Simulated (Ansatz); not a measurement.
LiF (Griceite):

```
CELL_PARAMETERS angstrom
0.00000 2.01400 2.01400
2.01400 0.00000 2.01400
2.01400 2.01400 0.00000
ATOMIC_POSITIONS crystal
F 0.50000 0.50000 0.50000
Li 0.00000 0.00000 0.00000
```

Base run:

```yaml
Program: Ansatz 0.2.0
Functional: LDA
Potentials_or_basis: Ansatz PAW
Cutoff: 420 eV
Density_cutoff: 1680 eV
k_mesh: 10 × 10 × 10
Occupations: fixed
Spin: no spin polarisation
```

Its results: band gap on the k mesh 8.84 eV, direct; pressure -6.5 GPa.

Q: The run is repeated on the same cell with these changes: functional from LDA to PBEsol; level from lda to pbesol. What comes out?

A: Band gap on the k mesh 8.92 eV, direct; pressure -1.1 GPa.

Caveats: the PAW data sets come from PBE, with cores solved anew for the run's functional, which leaves a small shift of forces and pressure.

Not every run made on this cell is shown here.
